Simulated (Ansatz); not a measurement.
## One structure, 3 elements: Pt3S, Pt3Se, TePt3

Plane-wave DFT in Ansatz with scalar-relativistic PAW potentials, cutoff 420 eV, Γ-centred meshes chosen by cell and gap, Gaussian smearing with energies taken to zero width. Every cell was relaxed (cell and atoms) in a run of its own, within the symmetry of its start. Functional: PBE.

All members share space group Pm-3m and the same sites; only the element on one set of sites changes (S, Se, Te). Members needn't be the stable form of their composition. Energies over the elements, where given, are against the elements' standard states in the same functional (H₂, N₂, O₂ and halogens uncorrected, Hg as a solid). The first member:

Space group Pm-3m (No. 221). a = 3.977 Å, b = 3.977 Å, c = 3.977 Å, α = 90.00°, β = 90.00°, γ = 90.00°
| atom | site | symmetry | x | y | z |
| --- | --- | --- | --- | --- | --- |
| Pt | 3c | 4/mm.m | 0.0000 | 0.5000 | 0.5000 |
| S | 1a | m-3m | 0.0000 | 0.0000 | 0.0000 |

Problem. How do size, gap and binding change down the group?

Solution.
```tsv
compound	V (Å³/atom)	a (Å)	energy over elements (eV/atom)
Pt3S	15.73	3.977	0.518
Pt3Se	16.45	4.037	0.354
TePt3	17.61	4.130	0.175
```

Over the series the volume grows at each step down the group; all are metallic on the mesh; none is bound against its elements in this structure, and Te comes closest.

Spin-orbit coupling is left out, which matters for the bands of heavy elements.